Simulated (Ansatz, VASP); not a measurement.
## AlNi3: VASP beside Ansatz

```
CELL_PARAMETERS angstrom
3.56659 0.00000 0.00000
0.00000 3.56659 0.00000
0.00000 0.00000 3.56659
ATOMIC_POSITIONS crystal
Al 0.00000 0.00000 0.00000
Ni 0.00000 0.50000 0.50000
Ni 0.50000 0.00000 0.50000
Ni 0.50000 0.50000 0.00000
```

Alike in both runs: task single point; functional PBE; k mesh 12 × 12 × 12; occupations gaussian, width 0.05 eV; collinear spin.

|  | VASP | Ansatz |
| --- | --- | --- |
| version | VASP 6.6.1 | Ansatz 0.2.0 |
| potentials or method | VASP PAW PBE potentials, release 64 (Al, Ni) | scalar-relativistic, plane waves, PAW |
| plane-wave cutoff (eV) | 520 | 420 |
| valence electrons in the cell | 33 | 57 |

```tsv
	VASP	Ansatz	Ansatz less VASP
gap on the k mesh at the Fermi level (eV)	none	none	-
pressure (GPa)	0.0	0.0	-0.01
net moment per atom (μB)	0.18	0.19	+0.007
size of the moment on the site where the two differ most (μB)	0.26	0.28	+0.021
```

Site moments also hang on the region over which each program counts them. A gap of «none» marks a metal or a gap that the smearing closes. The two sets of potentials don't hold the same shells in valence.
